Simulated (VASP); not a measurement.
# GaP (F-43m) in VASP: notebook, part 2 of 2

VASP 6.6.1.

## (6) Single point, PBE0(alpha)

Contents of POSCAR:

```
GaP
1.0
    0.0000000000      2.7252500000      2.7252500000
    2.7252500000      0.0000000000      2.7252500000
    2.7252500000      2.7252500000      0.0000000000
Ga P
1 1
Direct
    0.0000000000      0.0000000000      0.0000000000
    0.7500000000      0.7500000000      0.7500000000
```

Contents of INCAR.step1:

```
PREC     = Accurate       # precision mode
ENCUT    = 520            # plane-wave cutoff, eV
EDIFF    = 1E-5           # SCF threshold, eV
ISMEAR   = -1             # smearing method
SIGMA    = 0.05           # smearing width, eV
LREAL    = False          # projectors in reciprocal space
LASPH    = True           # aspherical terms in the spheres
NELM     = 60             # most SCF steps
ALGO     = Normal         # electronic algorithm
ISIF     = 2              # what is computed and relaxed
LWAVE    = True           # write WAVECAR
LCHARG   = False          # write CHGCAR
NBANDS   = 16             # bands
GGA      = PE             # functional
```

Contents of INCAR.step2:

```
PREC     = Accurate       # precision mode
ENCUT    = 520            # plane-wave cutoff, eV
EDIFF    = 1E-6           # SCF threshold, eV
ISMEAR   = -1             # smearing method
SIGMA    = 0.05           # smearing width, eV
LREAL    = False          # projectors in reciprocal space
LASPH    = True           # aspherical terms in the spheres
NELM     = 60             # most SCF steps
ALGO     = Normal         # electronic algorithm
ISIF     = 2              # what is computed and relaxed
LWAVE    = False          # write WAVECAR
LCHARG   = False          # write CHGCAR
GGA      = PE             # functional
LHFCALC  = True           # exact exchange
AEXX     = 0.5            # exact-exchange fraction
PRECFOCK = Fast         
HFRCUT   = -1           
NBANDS   = 16             # bands
ISTART   = 1
```

Contents of KPOINTS:

```
Automatic mesh
0
Gamma
  4 4 4
```

Potentials or basis: VASP PAW PBE potentials, release 64 (Ga_d, P).

Run with:

```sh
> cat potpaw_PBE.64/Ga_d/POTCAR potpaw_PBE.64/P/POTCAR > POTCAR
> cp INCAR.step1 INCAR
> mpirun -np 1 vasp_std > vasp.out
> cp INCAR.step2 INCAR
> mpirun -np 1 vasp_std > vasp.out
```

OUTCAR:

```text
PREC = Accurate
   ENCUT = 520
   EDIFF = 1E-6
   ISMEAR = -1
   LREAL = False
   LASPH = True
   NELM = 60
   ISIF = 2
   GGA = PE
   LHFCALC = True
   AEXX = 0.5
   PRECFOCK = Fast
   ISTART = 1

 ion  position               nearest neighbor table
   1  0.000  0.000  0.000-   2 2.36   2 2.36   2 2.36   2 2.36
   2  0.750  0.750  0.750-   1 2.36   1 2.36   1 2.36   1 2.36

  LATTYP: Found a face centered cubic cell.
 ALAT       =     5.4505000000

  Lattice vectors:

 A1 = (   0.0000000000,   2.7252500000,   2.7252500000)
 A2 = (   2.7252500000,   0.0000000000,   2.7252500000)
 A3 = (   2.7252500000,   2.7252500000,   0.0000000000)

Analysis of symmetry for initial positions (statically):
=====================================================================
 Subroutine PRICEL returns:
 Original cell was already a primitive cell.

 Routine SETGRP: Setting up the symmetry group for a
 face centered cubic supercell.

 Subroutine GETGRP returns: Found 24 space group operations
 (whereof 24 operations were pure point group operations)
 out of a pool of 48 trial point group operations.

The static configuration has the point symmetry T_d .

Analysis of symmetry for dynamics (positions and initial velocities):
=====================================================================
 Subroutine PRICEL returns:
 Original cell was already a primitive cell.

 Routine SETGRP: Setting up the symmetry group for a
 face centered cubic supercell.

 Subroutine GETGRP returns: Found 24 space group operations
 (whereof 24 operations were pure point group operations)
 out of a pool of 48 trial point group operations.

The dynamic configuration has the point symmetry T_d .

 Subroutine INISYM returns: Found 24 space group operations
 (whereof 24 operations are pure point group operations),
 and found     1 'primitive' translations

----------------------------------------------------------------------------------------

                                     Primitive cell

  volume of cell :      40.4808

  direct lattice vectors                    reciprocal lattice vectors
     0.000000000  2.725250000  2.725250000    -0.183469406  0.183469406  0.183469406
     2.725250000  0.000000000  2.725250000     0.183469406 -0.183469406  0.183469406
     2.725250000  2.725250000  0.000000000     0.183469406  0.183469406 -0.183469406

  length of vectors
     3.854085511  3.854085511  3.854085511     0.317778334  0.317778334  0.317778334

  position of ions in fractional coordinates (direct lattice)
     0.000000000  0.000000000  0.000000000
     0.750000000  0.750000000  0.750000000

  ion indices of the primitive-cell ions
   primitive index   ion index
                 1           1
                 2           2

----------------------------------------------------------------------------------------

[... 23 lines left out ...]

 Following reciprocal coordinates:
            Coordinates               Weight
  0.000000  0.000000  0.000000      1.000000
  0.250000  0.000000  0.000000      8.000000
  0.500000  0.000000  0.000000      4.000000
  0.250000  0.250000  0.000000      6.000000
  0.500000  0.250000  0.000000     24.000000
 -0.250000  0.250000  0.000000     12.000000
  0.500000  0.500000  0.000000      3.000000
 -0.250000  0.500000  0.250000      6.000000
   k-points           NKPTS =      8   k-points in BZ     NKDIM =     64   number of bands    NBANDS=     16
   number of dos      NEDOS =    301   number of ions     NIONS =      2
   total plane-waves  NPLWV =  27000
   dimension x,y,z NGX =    30 NGY =   30 NGZ =   30
   dimension x,y,z NGXF=    60 NGYF=   60 NGZF=   60
   ions per type =               1   1
   NGX,Y,Z   is equivalent  to a cutoff of  12.94, 12.94, 12.94 a.u.
   NGXF,Y,Z  is equivalent  to a cutoff of  25.88, 25.88, 25.88 a.u.
 SYSTEM =  unknown system
   PREC   = accura    normal or accurate (medium, high low for compatibility)
   ISTART =      1    job   : 0-new  1-cont  2-samecut
   ICHARG =      0    charge: 1-file 2-atom 10-const
   ISPIN  =      1    spin polarized calculation?
   LNONCOLLINEAR =      F non collinear calculations
   LSORBIT =      F    spin-orbit coupling
   LASPH  =      T    aspherical Exc in radial PAW
   ENCUT  =  520.0 eV  38.22 Ry    6.18 a.u.   7.17  7.17  7.17*2*pi/ulx,y,z
   NELM   =     60;   NELMIN=  2; NELMDL=  0     # of ELM steps
   EDIFF  = 0.1E-05   stopping-criterion for ELM
   LREAL  =      F    real-space projection
   EDIFFG = 0.1E-04   stopping-criterion for IOM
   NSW    =      0    number of steps for IOM
   IBRION =     -1    ionic relax: 0-MD 1-quasi-New 2-CG
   NFREE  =      0    steps in history (QN), initial steepest desc. (CG)
   ISIF   =      2    stress and relaxation
   ISYM   =      3    0-nonsym 1-usesym 2-fastsym
   POTIM  = 0.5000    time-step for ionic-motion
   TEBEG  =    0.0;   TEEND  =   0.0 temperature during run
   PSTRESS=    0.0 pullay stress
   NELECT =      18.0000    total number of electrons
   NUPDOWN=      -1.0000    fix difference up-down
   EMIN   =  10.00;   EMAX   =-10.00  energy-range for DOS
   EFERMI =   0.00;   METHOD = LEGACY
   ISMEAR =    -1;   SIGMA  =   0.05  broadening in eV -4-tet -1-fermi 0-gaus
   EFERMI_NEDOS =   21; number of points for ismear=-14 and -15
   IALGO  =     38    algorithm
   IMIX   =      1    mixing-type and parameters
     AMIX     =   0.40;   BMIX     =  1.00
     AMIX_MAG =   1.60;   BMIX_MAG =  1.00
  volume/ion in A,a.u.               =      20.24       136.59
  Fermi-wavevector in a.u.,A,eV,Ry     =   1.249538  2.361284 21.243377  1.561344
  Thomas-Fermi vector in A             =   2.383574
   LORBIT       =      0    0 simple, 1 ext, 2 COOP (PROOUT), +10 PAW based schemes
   GGA     = PE    functional components
   LHFCALC =     T    Hartree Fock is set to
   PRECFOCK=fast      Normal, Fast or Accurate (Low or Medium for compatibility)
   ENCUT4O =  -1.0   cutoff for four orbital integrals eV
   NKREDX  =     1    reduce k-point grid by
   NKREDY  =     1    reduce k-point grid by
   NKREDZ  =     1    reduce k-point grid by
   AEXX    =    0.5000 exact exchange contribution
   HFSCREEN=    0.0000 screening length (either q_TF or 0.3 A-1)
   HFSCREENC=   0.0000 screening length for correlation (either q_TF or 0.3 A-1)
   ENCUTFOCK=  -1.0 apply spherical cutoff to Coloumb kernel
   IVDW    =     0    specifies the selected vdW correction
   LEPSILON=     F    determine dielectric tensor
   LRPA    =     F    only Hartree local field effects (RPA)
 non-spin polarized calculation
  energy-cutoff  :      520.00
  volume of cell :       40.48
 maximum number of plane-waves:      1106
 NGX is ok and might be reduce to    30
  NGX = 16; NGY = 16; NGZ = 16

 number of electron      17.9999988 magnetization

 Free energy of the ion-electron system (eV)
  ---------------------------------------------------
  ext. energy  EPLUGINS =         0.00000000
  ---------------------------------------------------
  free energy    TOTEN  =       -14.29639346 eV

  energy without entropy =      -14.29639346  energy(sigma->0) =      -14.29639346

 E-fermi :   4.1435     XC(G=0):  -5.7001

 val. band max:        2.9861422232   @ k =   0.0000   0.0000   0.0000
 cond. band min:       7.4349425979   @ k =   0.5000   0.5000   0.0000
 fundamental gap:      4.4488003747
 Fermi energy:         4.1435048627

 k-point     1 :       0.0000    0.0000    0.0000
  band No.  band energies     occupation
      1     -16.6715      2.00000
      2     -16.6715      2.00000
      3     -16.6715      2.00000
      4     -16.5656      2.00000
      5     -16.5656      2.00000
      6     -12.1849      2.00000
[... 129 lines left out ...]
      3     -16.6194      2.00000
      4     -16.5800      2.00000
      5     -16.5593      2.00000
      6      -8.5746      2.00000
[... 8 lines left out ...]
     15      19.2651      0.00000
     16      21.1446      0.00000

------------------------ aborting loop because EDIFF is reached ----------------------------------------

  FORCE on cell =-STRESS in cart. coord.  units (eV):
  Direction    XX          YY          ZZ          XY          YZ          ZX
  --------------------------------------------------------------------------------------
  -------------------------------------------------------------------------------------
  Total       -0.3381926     -0.3381926     -0.3381926     -0.0000000     -0.0000000      0.0000000
  in kB      -13.3852229    -13.3852229    -13.3852229     -0.0000000     -0.0000000      0.0000000
  external PRESSURE =     -13.3852229 kB  Pullay stress =       0.0000000 kB

 VOLUME and BASIS-vectors are now :
 -----------------------------------------------------------------------------
  energy-cutoff  :      520.00
  volume of cell :       40.48
      direct lattice vectors                 reciprocal lattice vectors
     0.000000000  2.725250000  2.725250000    -0.183469406  0.183469406  0.183469406
     2.725250000  0.000000000  2.725250000     0.183469406 -0.183469406  0.183469406
     2.725250000  2.725250000  0.000000000     0.183469406  0.183469406 -0.183469406

 POSITION                                       TOTAL-FORCE (eV/Angst)
 -----------------------------------------------------------------------------------
      0.00000      0.00000      0.00000         0.000000      0.000000      0.000000
      4.08788      4.08788      4.08788        -0.000000     -0.000000     -0.000000
 -----------------------------------------------------------------------------------
    total drift:                                0.000079      0.000098      0.000069

  FREE ENERGIE OF THE ION-ELECTRON SYSTEM (eV)
  ---------------------------------------------------
  free  energy   TOTEN  =       -14.2963934647 eV

  energy  without entropy=      -14.2963934647  energy(sigma->0) =      -14.29639346
```

Run time: 1.7 min. Hardware: 1 thread of Intel Xeon Platinum 8488C (Sapphire Rapids), shared host; peak memory 0.16 GiB.

Results:

- Free energy: -14.2964 eV
- Pressure: -1.3 GPa
- Band gap on the k mesh: 4.45 eV, indirect (least direct gap 5.38 eV)

Levels at points of the mesh, in eV from the valence-band top:
| k point | band 6 | band 7 | band 8 | band 9 | band 10 | band 11 | band 12 | band 13 |
| --- | --- | --- | --- | --- | --- | --- | --- | --- |
| (0.00, 0.00, 0.00) | -15.17 | 0.00 | 0.00 | 0.00 | 5.38 | 7.20 | 7.20 | 7.20 |
| (0.50, 0.00, 0.00) | -12.75 | -7.90 | -1.33 | -1.33 | 4.91 | 8.07 | 8.07 | 11.74 |
| (0.50, 0.50, 0.00) | -11.69 | -7.96 | -3.20 | -3.20 | 4.45 | 4.85 | 15.13 | 15.13 |

Caveat: the k mesh is coarse (spacing up to 0.50 Å⁻¹), so the values aren't converged, least of all with exact exchange; the PAW data sets were made with another functional, which shifts forces and pressure a little.

## (7) The reference run

An earlier run on the cell as given: functional PBE; potentials or basis VASP PAW PBE potentials, release 64 (Ga_d, P); cutoff 520 eV; k mesh 8 × 8 × 8; occupations fermi-dirac, width 0.05 eV; no spin polarisation.

- Pressure: 2.5 GPa
- Band gap on the k mesh: 1.64 eV, indirect (least direct gap 1.83 eV)

## (8) Summary

| level | k mesh | share of exact exchange | grid for exact exchange (PRECFOCK) | exchange at q = 0 | mesh quality | gap on the mesh (eV) | pressure (GPa) |
| --- | --- | --- | --- | --- | --- | --- | --- |
| PBE0(alpha) | 4 × 4 × 4 | 0.2 | Fast | truncated | coarse | 2.73 | 1.1 |
| PBE0(alpha) | 4 × 4 × 4 | 0.25 | Fast | truncated | coarse | 3.01 | 0.7 |
| PBE0(alpha) | 4 × 4 × 4 | 0.3 | Fast | truncated | coarse | 3.29 | 0.2 |
| PBE0(alpha) | 4 × 4 × 4 | 0.4 | Fast | truncated | coarse | 3.87 | -0.6 |
| PBE0(alpha) | 4 × 4 × 4 | 0.5 | Fast | truncated | coarse | 4.45 | -1.3 |
| PBE | 8 × 8 × 8 | - | - | - | not flagged | 1.64 | 2.5 |

Alike in all rows: task single point; potentials or basis VASP PAW PBE potentials, release 64 (Ga_d, P); no spin polarisation; cell as given; cutoff (eV) 520; smearing fermi-dirac 0.05 eV.

Caveats: some runs use coarse meshes; the PAW data sets were made with another functional, which shifts forces and pressure a little (some runs).

Absolute energies hang on the potentials; compare differences alone.
